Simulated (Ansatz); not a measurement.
# A strain series on SrCl2 (CdI2 type): uniaxial along z, other directions held

SrCl2, CdI2 type, relaxed with r2SCAN+rVV10 in the plane-wave code Ansatz, then strained (uniaxial along z, other directions held; changes of length per length, axes as in the cell below) with the atoms relaxed again within the symmetry that is left. Space group P-3m1 (No. 164), trigonal; conventional cell a = 4.407 Å, c = 5.596 Å, 31.38 Å³ an atom. Around Sr lie 6 Cl at 2.90 Å; around Cl lie 3 Sr at 2.90 Å. Note: simulated data, non-magnetic, for a generated structure that need not be the stable one.

```yaml
crystal:
  lattice:
    - [4.40725, 0.00000, 0.00000]
    - [-2.20362, 3.81679, 0.00000]
    - [0.00000, 0.00000, 5.59606]
  atoms:
    - { symbol: Sr, position: [0.00000, 0.00000, 0.00000] }
    - { symbol: Cl, position: [0.33333, 0.66667, 0.24870] }
    - { symbol: Cl, position: [0.66667, 0.33333, 0.75130] }
```

Gaps are the least over each mesh (PBE 6×6×6, r2SCAN 6×6×6, HSE06 6×6×4 when unstrained) and the special points, which keep their unstrained names.

| strain (%) | gap, PBE (eV) | gap, r2SCAN (eV) | gap, HSE06 (eV) | edges, HSE06 |
| --- | --- | --- | --- | --- |
| -2.11 | 5.133 | 5.753 | 6.425 | Γ |
| 0.0 | 5.163 | 5.789 | 6.455 | Γ |
| +3.14 | 5.209 | 5.846 | 6.502 | Γ |

**Question.** Estimate the row for a strain of -5.0 %.

**Answer.**

| strain (%) | gap, PBE (eV) | gap, r2SCAN (eV) | gap, HSE06 (eV) | edges, HSE06 |
| --- | --- | --- | --- | --- |
| -5.0 | 5.099 | 5.710 | 6.391 | Γ |

Between zero and the nearest strains the slope of the HSE06 gap against strain is +0.014 eV per percent for negative and +0.015 for positive strain.

The meshes of the hybrids are coarse, so their gaps aren't converged to the digits shown.
